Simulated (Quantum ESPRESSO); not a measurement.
# Pt (Fm-3m) in Quantum ESPRESSO: convergence with wavefunction cutoff

Aim: find how far wavefunction cutoff must go before the results for Pt settle, at PBE. This setting moves, with any that are tied to it; all else stays.

Program: Quantum ESPRESSO 7.5. These are calculated values, not measurements. Logs are shortened: lines on timing, memory, paths and dates and some standing lists are left out, and cuts for length are marked.

**1. The structure**

It takes space group Fm-3m (No. 225, cubic). The conventional cell has a = 3.922 Å, b = 3.922 Å, c = 3.922 Å, α = 90.00°, β = 90.00°, γ = 90.00°. Pt (site symmetry m-3m) is surrounded by 12 Pt at 2.77 Å.

**2. With wavefunction cutoff 34 Ry**

File pw.in:

```
&CONTROL
  calculation = 'scf'
  prefix = 'pwscf'
  outdir = './tmp'
  pseudo_dir = './pseudo'
  tprnfor = .true.
  tstress = .true.
  disk_io = 'nowf'
/
&SYSTEM
  ibrav = 0
  nat = 1
  ntyp = 1
  ecutwfc = 34
  nbnd = 15
  occupations = 'smearing'
  smearing = 'mp'
  degauss = 0.00999582
/
&ELECTRONS
  conv_thr = 2d-10
  electron_maxstep = 120
  mixing_beta = 0.5
/
ATOMIC_SPECIES
Pt   195.0840 Pt.upf
CELL_PARAMETERS angstrom
   0.0000000000    1.9609000000    1.9609000000
   1.9609000000    0.0000000000    1.9609000000
   1.9609000000    1.9609000000    0.0000000000
ATOMIC_POSITIONS crystal
Pt     0.0000000000    0.0000000000    0.0000000000
K_POINTS automatic
12 12 12 0 0 0
```

Potentials or basis: PseudoDojo 0.5 SR PBE standard.

Started as:

```sh
$ OMP_NUM_THREADS=1 pw.x -in pw.in > pw.out
```

pw.out:

```text
This program is part of the open-source Quantum ESPRESSO suite
     for quantum simulation of materials; please cite
[... 9 lines left out ...]
     --------------------
     sticks:   dense  smooth     PW     G-vecs:    dense   smooth      PW
     Sum         253     253     91                 2733     2733     561

     Using Slab Decomposition

     bravais-lattice index     =            0
     lattice parameter (alat)  =       5.2405  a.u.
     unit-cell volume          =     101.7637 (a.u.)^3
     number of atoms/cell      =            1
     number of atomic types    =            1
     number of electrons       =        18.00
     number of Kohn-Sham states=           15
     kinetic-energy cutoff     =      34.0000  Ry
     charge density cutoff     =     136.0000  Ry
     scf convergence threshold =      2.0E-10
     mixing beta               =       0.5000
     number of iterations used =            8  plain     mixing
     Exchange-correlation= PBE
                           (   1   4   3   4   0   0   0)

     celldm(1)=   5.240459  celldm(2)=   0.000000  celldm(3)=   0.000000
     celldm(4)=   0.000000  celldm(5)=   0.000000  celldm(6)=   0.000000

     crystal axes: (cart. coord. in units of alat)
               a(1) = (   0.000000   0.707107   0.707107 )
               a(2) = (   0.707107   0.000000   0.707107 )
               a(3) = (   0.707107   0.707107   0.000000 )

     reciprocal axes: (cart. coord. in units 2 pi/alat)
               b(1) = ( -0.707107  0.707107  0.707107 )
               b(2) = (  0.707107 -0.707107  0.707107 )
               b(3) = (  0.707107  0.707107 -0.707107 )

     PseudoPot. # 1 for Pt read from file:
     Pt.upf
     Pseudo is Norm-conserving + core correction, Zval = 18.0
     Generated using ONCVPSP code by D. R. Hamann
     Using radial grid of 1374 points,  8 beta functions with:
                l(1) =   0
                l(2) =   0
                l(3) =   1
                l(4) =   1
                l(5) =   2
                l(6) =   2
                l(7) =   3
                l(8) =   3

     atomic species   valence    mass     pseudopotential
     Pt               18.00   195.08400     Pt( 1.00)

     48 Sym. Ops., with inversion, found

   Cartesian axes

     site n.     atom                  positions (alat units)
         1        Pt     tau(   1) = (   0.0000000   0.0000000   0.0000000  )

     number of k points=    72  Methfessel-Paxton smearing, width (Ry)=  0.0100
                       cart. coord. in units 2pi/alat
        k(    1) = (   0.0000000   0.0000000   0.0000000), wk =   0.0011574
        k(    2) = (   0.0589256   0.0589256  -0.0589256), wk =   0.0092593
        k(    3) = (   0.1178511   0.1178511  -0.1178511), wk =   0.0092593
        k(    4) = (   0.1767767   0.1767767  -0.1767767), wk =   0.0092593
        k(    5) = (   0.2357023   0.2357023  -0.2357023), wk =   0.0092593
        k(    6) = (   0.2946278   0.2946278  -0.2946278), wk =   0.0092593
[... 64 lines left out ...]
        k(   71) = (  -0.7071068   0.2357023   0.0000000), wk =   0.0138889
        k(   72) = (  -0.7071068   0.3535534   0.0000000), wk =   0.0069444

     Dense  grid:     2733 G-vectors     FFT dimensions: (  20,  20,  20)

     Initial potential from superposition of free atoms

     starting charge      17.9998, renormalised to      18.0000
     Starting wfcs are   10 randomized atomic wfcs +    5 random wfcs

     Self-consistent Calculation

     iteration #  1     ecut=    34.00 Ry     beta= 0.50
     Davidson diagonalization with overlap
     ethr =  1.00E-02,  avg # of iterations =  4.8

     Threshold (ethr) on eigenvalues was too large:
     Diagonalizing with lowered threshold

     Davidson diagonalization with overlap
     ethr =  6.16E-04,  avg # of iterations =  1.2

     total energy              =    -260.53941393 Ry
     estimated scf accuracy    <       0.11208340 Ry

     iteration #  2     ecut=    34.00 Ry     beta= 0.50
     Davidson diagonalization with overlap
     ethr =  6.23E-04,  avg # of iterations =  2.1
[... 36 lines left out ...]
     total energy              =    -260.56866781 Ry
     estimated scf accuracy    <          3.1E-09 Ry

     iteration #  8     ecut=    34.00 Ry     beta= 0.50
     Davidson diagonalization with overlap
     ethr =  1.71E-11,  avg # of iterations =  2.0

     End of self-consistent calculation

          k = 0.0000 0.0000 0.0000 (   331 PWs)   bands (ev):

   -73.6165 -28.7207 -28.7207 -28.7207  13.8563  19.7603  19.7603  19.7603
    21.9044  21.9044  38.2453  43.2384  43.2384  43.2384  48.6186

          k = 0.0589 0.0589-0.0589 (   332 PWs)   bands (ev):

   -73.6220 -28.7611 -28.7258 -28.7258  14.1252  19.6377  19.8695  19.8695
    21.8494  21.8494  38.6642  41.9434  43.6600  43.6600  49.9465

          k = 0.1179 0.1179-0.1179 (   332 PWs)   bands (ev):
[... 116 lines left out ...]
   -73.6306 -29.0693 -28.8678 -28.7914  17.1444  19.0788  19.7614  20.6461
    21.5865  24.2201  35.6841  39.1478  41.5759  45.2273  46.9881

          k = 0.0000-0.2357 0.2357 (   341 PWs)   bands (ev):

   -73.7046 -28.9920 -28.8322 -28.7800  16.3200  18.9200  20.0668  20.7632
    21.0405  23.1201  37.9271  40.0959  43.4093  43.4995  48.1109

          k = 0.3536 0.0000 0.0000 (   343 PWs)   bands (ev):

   -73.7405 -28.9965 -28.8339 -28.8339  16.4604  18.1749  20.6284  21.4058
    21.4058  22.6674  40.8643  40.8643  41.0645  42.4924  45.4387

          k = 0.4125 0.0589-0.0589 (   337 PWs)   bands (ev):

   -73.6211 -29.0464 -28.8507 -28.8487  16.9910  17.9323  20.4779  21.6846
    22.5030  23.0639  38.0848  39.7456  40.5680  43.5117  45.1936

          k = 0.4714 0.1179-0.1179 (   336 PWs)   bands (ev):
[... 56 lines left out ...]
   -73.6393 -29.2146 -28.9278 -28.9032  16.7037  17.1113  22.8898  23.2557
    23.8847  26.2238  33.3209  35.2281  35.8004  44.4376  46.7590

          k = 0.0000-0.5893 0.5893 (   343 PWs)   bands (ev):

   -73.6738 -29.1968 -28.9840 -28.8978  16.9615  17.4809  21.8055  22.8408
    23.7031  28.4428  31.5413  34.4359  36.7581  44.6003  48.0808

          k =-0.7071 0.0000 0.0000 (   342 PWs)   bands (ev):

   -73.6829 -29.2463 -28.9112 -28.9112  16.5202  16.9488  23.5467  24.0032
    24.0032  25.5161  33.3266  35.1735  35.1735  43.9999  46.8479

          k = 0.2357 0.1179 0.0000 (   334 PWs)   bands (ev):

   -73.6066 -28.8996 -28.7861 -28.7586  15.5314  18.9589  20.2788  20.5331
    21.2399  22.3936  39.6632  40.4407  42.9454  44.6033  47.8908

          k = 0.2946 0.1768-0.0589 (   336 PWs)   bands (ev):

   -73.6208 -29.0006 -28.8178 -28.7817  16.4582  18.8386  19.9933  20.7056
    21.5786  23.0652  37.5511  40.3857  42.6762  44.0303  48.6656

          k = 0.3536 0.2357-0.1179 (   337 PWs)   bands (ev):
[... 6 lines left out ...]
   -73.6820 -29.1971 -28.8677 -28.8214  17.0246  19.3136  20.2584  20.5447
    23.1957  25.3626  31.5337  38.9466  40.6881  43.2819  49.5212

          k =-0.2357-0.3536 0.4714 (   342 PWs)   bands (ev):

   -73.6736 -29.2310 -28.8656 -28.8288  16.9940  19.2096  20.2436  21.0075
    23.4570  26.4350  29.8110  38.7173  40.6555  42.3398  50.7185

          k = 0.3536 0.1179 0.0000 (   339 PWs)   bands (ev):

   -73.6670 -29.0144 -28.8486 -28.8066  16.7296  18.3124  20.0663  21.3956
    21.6721  23.0625  38.5921  40.1089  41.8231  43.1798  47.3054

          k = 0.4125 0.1768-0.0589 (   338 PWs)   bands (ev):

   -73.6312 -29.0778 -28.8828 -28.8321  17.3719  18.3694  19.6649  21.4000
    22.5317  24.1564  35.8264  39.0969  40.3998  44.1223  47.4996

          k =-0.2357-0.4714 0.5893 (   342 PWs)   bands (ev):
[... 56 lines left out ...]
   -73.6995 -29.1848 -28.9786 -28.9114  17.1525  17.6035  21.2222  22.6327
    23.8062  28.2082  32.0744  34.7679  36.3753  45.3781  47.8775

          k =-0.0000-0.4714 0.5893 (   344 PWs)   bands (ev):

   -73.6948 -29.1338 -29.0453 -28.8990  17.4962  18.1701  20.4211  22.0665
    23.5523  30.2028  30.5667  33.8434  37.5521  44.6872  50.0394

          k =-0.7071 0.1179-0.0000 (   346 PWs)   bands (ev):

   -73.7376 -29.2329 -28.9327 -28.9323  16.7852  17.1866  22.4092  23.1418
    24.0044  27.2973  32.6267  34.8457  35.4685  45.2576  46.7700

          k =-0.2357-0.4714 0.7071 (   343 PWs)   bands (ev):

   -73.6984 -29.1229 -28.9462 -28.8589  17.9963  18.2645  19.2866  21.9823
    22.4954  25.7105  34.7694  36.4704  39.4566  45.8193  46.1553

          k =-0.1768-0.4125 0.6482 (   344 PWs)   bands (ev):
[... 16 lines left out ...]
   -73.6897 -29.1190 -29.0376 -28.9230  17.8609  18.4367  19.6535  21.7861
    23.7734  30.0426  31.3375  33.9809  36.4058  46.3324  48.5694

          k = 0.0000-0.3536 0.5893 (   347 PWs)   bands (ev):

   -73.7394 -29.1134 -29.0605 -28.9102  18.1200  18.8193  19.0521  21.6443
    23.5251  29.1973  32.7610  33.2006  37.2634  46.0351  47.9984

          k =-0.7071 0.2357 0.0000 (   344 PWs)   bands (ev):

   -73.6940 -29.1578 -28.9934 -28.9395  17.4640  17.8860  20.5728  22.1949
    24.0095  29.7065  31.8060  33.7831  35.6478  46.9754  48.3499

          k =-0.7071 0.3536 0.0000 (   360 PWs)   bands (ev):

   -73.9497 -29.1042 -29.1042 -28.9852  17.9118  19.0142  19.0142  21.5627
    23.9778  31.4107  31.9759  31.9759  35.6587  48.0281  48.0281

     the Fermi energy is    23.5453 ev

!    total energy              =    -260.56866781 Ry
     estimated scf accuracy    <          4.1E-12 Ry
     smearing contrib. (-TS)   =      -0.00016947 Ry
     internal energy E=F+TS    =    -260.56849834 Ry

     The total energy is F=E-TS. E is the sum of the following terms:
     one-electron contribution =     -50.41141352 Ry
     hartree contribution      =      37.78548036 Ry
     xc contribution           =     -47.50137334 Ry
     ewald contribution        =    -200.44119183 Ry

     convergence has been achieved in   8 iterations

     Forces acting on atoms (cartesian axes, Ry/au):

     atom    1 type  1   force =     0.00000000    0.00000000    0.00000000

     Total force =     0.000000     Total SCF correction =     0.000000

     Computing stress (Cartesian axis) and pressure

          total   stress  (Ry/bohr**3)                   (kbar)     P=    -2057.61
  -0.01398737  -0.00000000  -0.00000000        -2057.61       -0.00       -0.00
  -0.00000000  -0.01398737  -0.00000000           -0.00    -2057.61       -0.00
   0.00000000  -0.00000000  -0.01398737            0.00       -0.00    -2057.61

=------------------------------------------------------------------------------=
   JOB DONE.
=------------------------------------------------------------------------------=
```

Wall time 4.2 s (1 thread of Intel Xeon Platinum 8259CL at 2.50GHz (Skylake/Cascade Lake), shared host); peak memory 0.05 GiB.

What came out:

```
Free energy            : -3545.2173 eV
Pressure               : -205.8 GPa
Band gap on the k mesh : none (metal or under the smearing width)
```

**3. With wavefunction cutoff 42 Ry**

Changes to pw.in since step 2:

```diff
@@ -13,3 +13,3 @@
   ntyp = 1
-  ecutwfc = 34
+  ecutwfc = 42
   nbnd = 15
```

Potentials or basis: PseudoDojo 0.5 SR PBE standard.

Started as:

```sh
$ OMP_NUM_THREADS=1 pw.x -in pw.in > pw.out
```

Run time: 11 s. Hardware: 1 thread of Intel Xeon Platinum 8259CL at 2.50GHz (Skylake/Cascade Lake), shared host; peak memory 0.05 GiB.

Results:

| Property | Result |
| --- | --- |
| Free energy | -3550.2474 eV |
| Pressure | -110.9 GPa |
| Band gap on the k mesh | none (metal or under the smearing width) |

**4. With wavefunction cutoff 50 Ry**

Changes to pw.in since step 3:

```diff
@@ -13,3 +13,3 @@
   ntyp = 1
-  ecutwfc = 42
+  ecutwfc = 50
   nbnd = 15
```

Started as:

```sh
$ OMP_NUM_THREADS=1 pw.x -in pw.in > pw.out
```

Run time: 11 s. Hardware: 1 thread of Intel Xeon Platinum 8259CL at 2.50GHz (Skylake/Cascade Lake), shared host; peak memory 0.05 GiB.

What came out:

```yaml
Free_energy: -3552.4452 eV
Pressure: -48.6 GPa
Band_gap_on_the_k_mesh: none (metal or under the smearing width)
```

**5. With wavefunction cutoff 59 Ry**

Changes to pw.in since step 4:

```diff
@@ -13,3 +13,3 @@
   ntyp = 1
-  ecutwfc = 50
+  ecutwfc = 59
   nbnd = 15
```

Started as:

```sh
$ OMP_NUM_THREADS=1 pw.x -in pw.in > pw.out
```

It took 9.3 s on 1 thread of Intel Xeon Platinum 8259CL at 2.50GHz (Skylake/Cascade Lake), shared host; peak memory 0.05 GiB.

What came out:

| Item | Value |
| --- | --- |
| Free energy | -3553.3202 eV |
| Pressure | -10.2 GPa |
| Band gap on the k mesh | none (metal or under the smearing width) |

**6. With wavefunction cutoff 67 Ry**

Changes to pw.in since step 5:

```diff
@@ -13,3 +13,3 @@
   ntyp = 1
-  ecutwfc = 59
+  ecutwfc = 67
   nbnd = 15
```

Potentials or basis: PseudoDojo 0.5 SR PBE standard.

Started as:

```sh
$ OMP_NUM_THREADS=1 pw.x -in pw.in > pw.out
```

It took 17 s on 1 thread of Intel Xeon Platinum 8259CL at 2.50GHz (Skylake/Cascade Lake), shared host; peak memory 0.05 GiB.

It converged, with:

```yaml
Free_energy: -3553.5351 eV
Pressure: 4.0 GPa
Band_gap_on_the_k_mesh: none (metal or under the smearing width)
```

**7. With wavefunction cutoff 76 Ry**

Changes to pw.in since step 6:

```diff
@@ -13,3 +13,3 @@
   ntyp = 1
-  ecutwfc = 67
+  ecutwfc = 76
   nbnd = 15
```

Started as:

```sh
$ OMP_NUM_THREADS=1 pw.x -in pw.in > pw.out
```

Wall time 18 s (1 thread of Intel Xeon Platinum 8259CL at 2.50GHz (Skylake/Cascade Lake), shared host); peak memory 0.06 GiB.

Results (log left out):

| Quantity | Value |
| --- | --- |
| Free energy | -3553.5827 eV |
| Pressure | 8.8 GPa |
| Band gap on the k mesh | none (metal or under the smearing width) |

**8. With wavefunction cutoff 84 Ry**

Changes to pw.in since step 7:

```diff
@@ -13,3 +13,3 @@
   ntyp = 1
-  ecutwfc = 76
+  ecutwfc = 84
   nbnd = 15
```

Started as:

```sh
$ OMP_NUM_THREADS=1 pw.x -in pw.in > pw.out
```

Wall time 16 s (1 thread of Intel Xeon Platinum 8259CL at 2.50GHz (Skylake/Cascade Lake), shared host); peak memory 0.06 GiB.

Results (log left out):

| Property | Result |
| --- | --- |
| Free energy | -3553.5870 eV |
| Pressure | 9.6 GPa |
| Band gap on the k mesh | none (metal or under the smearing width) |

**9. With wavefunction cutoff 101 Ry**

Changes to pw.in since step 8:

```diff
@@ -13,3 +13,3 @@
   ntyp = 1
-  ecutwfc = 84
+  ecutwfc = 101
   nbnd = 15
```

Potentials or basis: PseudoDojo 0.5 SR PBE standard.

Started as:

```sh
$ OMP_NUM_THREADS=1 pw.x -in pw.in > pw.out
```

Wall time 30 s (1 thread of Intel Xeon Platinum 8259CL at 2.50GHz (Skylake/Cascade Lake), shared host); peak memory 0.08 GiB.

Results (log left out):

- Free energy: -3553.5876 eV
- Pressure: 9.6 GPa
- Band gap on the k mesh: none (metal or under the smearing width)

**10. With wavefunction cutoff 126 Ry**

Changes to pw.in since step 9:

```diff
@@ -13,3 +13,3 @@
   ntyp = 1
-  ecutwfc = 101
+  ecutwfc = 126
   nbnd = 15
```

Started as:

```sh
$ OMP_NUM_THREADS=1 pw.x -in pw.in > pw.out
```

Wall time 45 s (1 thread of Intel Xeon Platinum 8259CL at 2.50GHz (Skylake/Cascade Lake), shared host); peak memory 0.1 GiB.

It converged, with:

| Quantity | Value |
| --- | --- |
| Free energy | -3553.5881 eV |
| Pressure | 9.6 GPa |
| Band gap on the k mesh | none (metal or under the smearing width) |

**11. Summary**

```tsv
wavefunction cutoff	energy less the tightest run, at zero smearing (meV/atom)	pressure (GPa)	SCF cycles	CPU time (s)	peak memory (GiB)
34 Ry	8370.56	-205.76	8	4.2	0.05
42 Ry	3340.63	-110.89	9	11	0.05
50 Ry	1142.86	-48.58	8	11	0.05
59 Ry	267.84	-10.18	8	9.3	0.05
67 Ry	53.00	4.00	8	17	0.05
76 Ry	5.34	8.81	8	18	0.06
84 Ry	1.04	9.59	8	16	0.06
101 Ry	0.48	9.59	8	30	0.08
126 Ry	0.00	9.61	8	45	0.1
```

Against the tightest run, the energy stays within 1 meV/atom from 101 Ry on; the pressure stays within 0.1 GPa from 84 Ry on. The tightest run that finished is the yardstick and may itself not be fully converged.
